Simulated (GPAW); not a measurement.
The system is TePb.

```
Pb Te
1.0
     0.00000    3.23100    3.23100
     3.23100    0.00000    3.23100
     3.23100    3.23100    0.00000
Pb Te
1 1
Direct
  0.00000 0.00000 0.00000
  0.50000 0.50000 0.50000
```

```yaml
Program: GPAW 26.7.0
Task: relaxation of cell and atoms
Functional: RPBE
Potentials_or_basis: the program's PAW data sets (release 1.2.1) made for this functional
Cutoff: 600 eV
Basis: pw
k_mesh: 7 × 7 × 7
Occupations: fermi-dirac, width 0.05 eV
Spin: no spin polarisation
```

At the start: pressure 3.4 GPa; volume 33.73 Å³/atom.

Q: How do energy, volume and symmetry change on relaxing?

A: Over 4 steps the energy falls by 28.1 meV/atom and the volume is 36.59 Å³/atom (+8.5 %); space group Fm-3m (No. 225, to 0.05 Å).

Step by step:
```tsv
step	energy change (eV)	largest force (eV/Å)	pressure (GPa)	volume (Å³)
1	0.0000	0.0000	3.36	67.46
2	-0.0193	0.0000	2.64	68.49
3	-0.0559	0.0000	0.22	72.76
4	-0.0562	0.0000	0.02	73.18
```

Final structure:
```
Pb Te
1.0
     0.00000    3.31984    3.31984
     3.31984    0.00000    3.31984
     3.31984    3.31984    0.00000
Pb Te
1 1
Direct
  0.00000 0.00000 0.00000
  0.50000 0.50000 0.50000
```

Caveat: later steps reuse the first step's grids.
